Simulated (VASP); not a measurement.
# Sb (Pm-3m) in VASP: elastic constants with LDA

Aim: the elastic constants of Sb with LDA.

Everything below comes from runs of VASP 6.6.1. Logs are shortened: lines on timing, memory, paths and dates and some standing lists are left out, and cuts for length are marked.

### Step 1. The structure

Symmetry: Pm-3m, No. 221, cubic system. Conventional cell: a = 3.083 Å, b = 3.083 Å, c = 3.083 Å, α = 90.00°, β = 90.00°, γ = 90.00°. Sb (site symmetry m-3m) has 6 Sb at 3.08 Å as nearest neighbours.

This isn't the form of Sb at room conditions, which is rhombohedral.

### Step 2. Elastic constants, LDA

Input file POSCAR:

```
Sb
1.0
    3.0833436100      0.0000000000      0.0000000000
    0.0000000000      3.0833436100      0.0000000000
    0.0000000000      0.0000000000      3.0833436100
Sb
1
Direct
    0.0000000000      0.0000000000      0.0000000000
```

Input file INCAR.step1:

```
SYSTEM = Sb
PREC = Accurate ; ENCUT = 600
EDIFF = 1E-8 ; ISMEAR = 0
SIGMA = 0.1 ; LREAL = .False.
LASPH = .True. ; NELM = 100
ALGO = Normal ; ISIF = 3
LWAVE = .False. ; LCHARG = .False.
IBRION = 2 ; NSW = 40
EDIFFG = -0.002
```

Input file INCAR.step2:

```
SYSTEM = Sb
PREC = Accurate ; ENCUT = 600
EDIFF = 1E-8 ; ISMEAR = 0
SIGMA = 0.1 ; LREAL = .False.
LASPH = .True. ; NELM = 100
ALGO = Normal ; ISIF = 3
LWAVE = .False. ; LCHARG = .False.
IBRION = 6 ; NFREE = 2
POTIM = 0.015 ; NSW = 1
```

Input file KPOINTS:

```
Automatic mesh
0
Gamma
  14 14 14
  0 0 0
```

Potentials or basis: VASP PAW LDA potentials, release 64 (Sb).

Command:

```sh
cat potpaw_LDA.64/Sb/POTCAR > POTCAR
cp INCAR.step1 INCAR
mpirun -np 1 vasp_std > vasp.out
cp CONTCAR POSCAR
cp INCAR.step2 INCAR
mpirun -np 1 vasp_std > vasp.out
```

OUTCAR:

```text
SYSTEM = Sb
   PREC = Accurate
   ENCUT = 600
   EDIFF = 1E-8
   ISMEAR = 0
   LREAL = .False.
   LASPH = .True.
   NELM = 100
   ISIF = 3
   IBRION = 6
   NFREE = 2
   POTIM = 0.015
   NSW = 1

 ion  position               nearest neighbor table
   1  0.000  0.000  0.000-

  LATTYP: Found a simple cubic cell.
 ALAT       =     3.0448328618

  Lattice vectors:

 A1 = (   3.0448328618,   0.0000000000,   0.0000000000)
 A2 = (   0.0000000000,   3.0448328618,   0.0000000000)
 A3 = (   0.0000000000,   0.0000000000,   3.0448328618)

Analysis of symmetry for initial positions (statically):
=====================================================================
 Subroutine PRICEL returns:
 Original cell was already a primitive cell.

 Routine SETGRP: Setting up the symmetry group for a
 simple cubic supercell.

 Subroutine GETGRP returns: Found 48 space group operations
 (whereof 48 operations were pure point group operations)
 out of a pool of 48 trial point group operations.

The static configuration has the point symmetry O_h .

Analysis of symmetry for dynamics (positions and initial velocities):
=====================================================================
 Subroutine PRICEL returns:
 Original cell was already a primitive cell.

 Routine SETGRP: Setting up the symmetry group for a
 simple cubic supercell.

 Subroutine GETGRP returns: Found 48 space group operations
 (whereof 48 operations were pure point group operations)
 out of a pool of 48 trial point group operations.

The dynamic configuration has the point symmetry O_h .

 Subroutine INISYM returns: Found 48 space group operations
 (whereof 48 operations are pure point group operations),
 and found     1 'primitive' translations

----------------------------------------------------------------------------------------

                                     Primitive cell

  volume of cell :      28.2287

  direct lattice vectors                    reciprocal lattice vectors
     3.044832862  0.000000000  0.000000000     0.328425252  0.000000000  0.000000000
     0.000000000  3.044832862  0.000000000     0.000000000  0.328425252  0.000000000
     0.000000000  0.000000000  3.044832862     0.000000000  0.000000000  0.328425252

  length of vectors
     3.044832862  3.044832862  3.044832862     0.328425252  0.328425252  0.328425252

  position of ions in fractional coordinates (direct lattice)
     0.000000000  0.000000000  0.000000000

  ion indices of the primitive-cell ions
   primitive index   ion index
                 1           1

----------------------------------------------------------------------------------------

 KPOINTS: Automatic mesh

Automatic generation of k-mesh.
 Grid dimensions read from file:
 generate k-points for:   14   14   14

 Generating k-lattice:

  Cartesian coordinates                     Fractional coordinates (reciprocal lattice)
     0.023458947  0.000000000  0.000000000     0.071428571  0.000000000  0.000000000
     0.000000000  0.023458947  0.000000000     0.000000000  0.071428571  0.000000000
     0.000000000  0.000000000  0.023458947     0.000000000  0.000000000  0.071428571

  Length of vectors
     0.023458947  0.023458947  0.023458947

  Shift w.r.t. Gamma in fractional coordinates (k-lattice)
     0.000000000  0.000000000  0.000000000

 Subroutine IBZKPT returns following result:
 ===========================================

 Found    120 irreducible k-points:

 Following reciprocal coordinates:
            Coordinates               Weight
[... 82 lines left out ...]
--------------------------------------- Ionic step        1  -------------------------------------------

 number of electron       4.9999999 magnetization

 Free energy of the ion-electron system (eV)
  ---------------------------------------------------
  ext. energy  EPLUGINS =         0.00000000
  ---------------------------------------------------
  free energy    TOTEN  =        -4.79490192 eV

  energy without entropy =       -4.79120098  energy(sigma->0) =       -4.79305145

------------------------ aborting loop because EDIFF is reached ----------------------------------------

  FORCE on cell =-STRESS in cart. coord.  units (eV):
  Direction    XX          YY          ZZ          XY          YZ          ZX
  --------------------------------------------------------------------------------------
  -------------------------------------------------------------------------------------
  Total       -0.0005444     -0.0005444     -0.0005444      0.0000000      0.0000000      0.0000000
  in kB       -0.0309007     -0.0309007     -0.0309007      0.0000000      0.0000000      0.0000000
  external PRESSURE =      -0.0309007 kB  Pullay stress =       0.0000000 kB
[... 86 lines left out ...]
  FREE ENERGIE OF THE ION-ELECTRON SYSTEM (eV)
  ---------------------------------------------------
  free  energy   TOTEN  =        -4.7917375569 eV

  energy  without entropy=       -4.7886539476  energy(sigma->0) =       -4.79019575

 E-fermi :   7.4538     XC(G=0):  -9.9692

 val. band max:        7.4501459210   @ k =   0.2857   0.2143   0.5000
 cond. band min:       7.4595896453   @ k =   0.3571   0.3571   0.5000
 fundamental gap:      0.0094437243
 Fermi energy:         7.4538331676

 k-point     1 :       0.0000    0.0000    0.0000
  band No.  band energies     occupation
      1      -5.2019      2.00000
      2      10.5614      0.00000
      3      10.9921      0.00000
      4      10.9921      0.00000
      5      14.3294      0.00000
      6      14.5476      0.00000
[... 199 lines left out ...]
 k-point    24 :       0.3571    0.2143    0.0000
  band No.  band energies     occupation
      1      -2.7052      2.00000
      2       3.8525      2.00000
      3       8.0760      0.00000
      4      12.8444      0.00000
      5      14.6576      0.00000
      6      16.8908      0.00000

 [... further k-points ...]

[... ionic steps 4 to 12 ...]

--------------------------------------- Ionic step       13  -------------------------------------------

 number of electron       5.0000000 magnetization

------------------------ aborting loop because EDIFF is reached ----------------------------------------
[... 65 lines left out ...]
--------------------------------------- Ionic step       15  -------------------------------------------

 number of electron       5.0000000 magnetization

 Free energy of the ion-electron system (eV)
  ---------------------------------------------------
  ext. energy  EPLUGINS =         0.00000000
  ---------------------------------------------------
  free energy    TOTEN  =        -4.79490214 eV

  energy without entropy =       -4.79120121  energy(sigma->0) =       -4.79305168

 E-fermi :   7.6592     XC(G=0): -10.0321

 val. band max:        7.6480565070   @ k =   0.2857   0.2143   0.0000
 cond. band min:       7.6996005161   @ k =   0.5000   0.2857   0.2143
 fundamental gap:      0.0515440091
 Fermi energy:         7.6591591073

 k-point     1 :       0.0000    0.0000    0.0000
  band No.  band energies     occupation
      1      -5.1226      2.00000
      2      11.0838      0.00000
      3      11.0838      0.00000
      4      11.0838      0.00000
      5      14.6634      0.00000
      6      14.6634      0.00000
[... 235 lines left out ...]
  FREE ENERGIE OF THE ION-ELECTRON SYSTEM (eV)
  ---------------------------------------------------
  free  energy   TOTEN  =        -4.7949021430 eV

  energy  without entropy=       -4.7912012130  energy(sigma->0) =       -4.79305168

 INTERNAL STRAIN TENSORS FROM STRAINED CELLS
 ============================================

 INTERNAL STRAIN TENSOR FOR ION    1 for displacements in x,y,z  (eV/Angst):
          X           Y           Z          XY          YZ          ZX
  --------------------------------------------------------------------------------
  x     0.00000     0.00000     0.00000     0.00000     0.00000    -0.00000
  y     0.00000     0.00000     0.00000     0.00000     0.00000     0.00000
  z     0.00000     0.00000     0.00000     0.00000     0.00000     0.00000

 INTERNAL STRAIN TENSORS FROM DISPLACED ATOMS
 ============================================

 INTERNAL STRAIN TENSOR FOR ION    1 for displacements in x,y,z  (eV/Angst):
          X           Y           Z          XY          YZ          ZX
  --------------------------------------------------------------------------------
  x     0.00000     0.00000     0.00000     0.00000     0.00000     0.00000
  y     0.00000     0.00000     0.00000     0.00000     0.00000     0.00000
  z     0.00000     0.00000     0.00000     0.00000     0.00000     0.00000

 Eigenvectors and eigenvalues of the dynamical matrix
 ----------------------------------------------------

   1 f/i=    0.000000 THz     0.000000 2PiTHz    0.000000 cm-1     0.000000 meV
             X         Y         Z           dx          dy          dz
      0.000000  0.000000  0.000000     0.000000    1.000000    0.000000

   2 f/i=    0.000000 THz     0.000000 2PiTHz    0.000000 cm-1     0.000000 meV
             X         Y         Z           dx          dy          dz
      0.000000  0.000000  0.000000     1.000000    0.000000    0.000000

   3 f/i=    0.000000 THz     0.000000 2PiTHz    0.000000 cm-1     0.000000 meV
             X         Y         Z           dx          dy          dz
      0.000000  0.000000  0.000000     0.000000    0.000000    1.000000

--------------------------------------------------------------------------------------------------------

 ELASTIC MODULI CONTR FROM IONIC RELAXATION (kBar)
 Direction    XX          YY          ZZ          XY          YZ          ZX
 --------------------------------------------------------------------------------
 XX           0.0000      0.0000      0.0000      0.0000      0.0000      0.0000
 YY           0.0000      0.0000      0.0000      0.0000      0.0000      0.0000
 ZZ           0.0000      0.0000      0.0000      0.0000      0.0000      0.0000
 XY           0.0000      0.0000      0.0000      0.0000      0.0000      0.0000
 YZ           0.0000      0.0000      0.0000      0.0000      0.0000      0.0000
 ZX           0.0000      0.0000      0.0000      0.0000      0.0000      0.0000
 --------------------------------------------------------------------------------

 TOTAL ELASTIC MODULI (kBar)
 Direction    XX          YY          ZZ          XY          YZ          ZX
 --------------------------------------------------------------------------------
 XX        1574.5178    180.6413    180.6413     -0.0000      0.0000      0.0000
 YY         180.6413   1574.5178    180.6413     -0.0000      0.0000      0.0000
 ZZ         180.6413    180.6413   1574.5178      0.0000      0.0000     -0.0000
 XY          -0.0000     -0.0000      0.0000     17.8324      0.0000      0.0000
 YZ           0.0000      0.0000      0.0000      0.0000     17.8324      0.0000
 ZX           0.0000      0.0000     -0.0000      0.0000      0.0000     17.8324
 --------------------------------------------------------------------------------
```

Wall time 5.4 min (1 thread of Intel Xeon Platinum 8259CL at 2.50GHz (Skylake/Cascade Lake), shared host); peak memory 0.39 GiB.

What came out:

```yaml
Relaxed_volume: 28.23 Å³/atom
Relaxed_cell: a = 3.045 Å, b = 3.045 Å, c = 3.045 Å, α = 90.00°, β = 90.00°, γ = 90.00°
Space_group_after_relaxing_to_0.05_Å: Pm-3m (No. 221)
Elastic_constants_C11_C12_C44: 157, 18, 2 GPa
Voigt_bulk_modulus: 65 GPa
```

The path:
| step | energy change (eV) | largest force (eV/Å) | pressure (GPa) | volume (Å³) |
| --- | --- | --- | --- | --- |
| 1 | 0.0000 | 0.0000 | -2.24 | 29.31 |
| 2 | -0.0050 | 0.0000 | 1.50 | 27.61 |
| 3 | -0.0078 | 0.0000 | 0.00 | 28.23 |

Final structure:
```
Sb
1.0
     3.04483    0.00000    0.00000
     0.00000    3.04483    0.00000
     0.00000    0.00000    3.04483
Sb
1
Direct
  0.00000 0.00000 0.00000
```

Elastic tensor in Voigt notation (GPa, in the Cartesian axes of the cell as first typed):
```
157  18  18   0   0   0
 18 157  18   0   0   0
 18  18 157   0   0   0
  0   0   0   2   0   0
  0   0   0   0   2   0
  0   0   0   0   0   2
```

Clamped-ion elastic tensor (GPa):
```
157  18  18   0   0   0
 18 157  18   0   0   0
 18  18 157   0   0   0
  0   0   0   2   0   0
  0   0   0   0   2   0
  0   0   0   0   0   2
```

Spin-orbit coupling is left out, which matters for the levels of Sb.
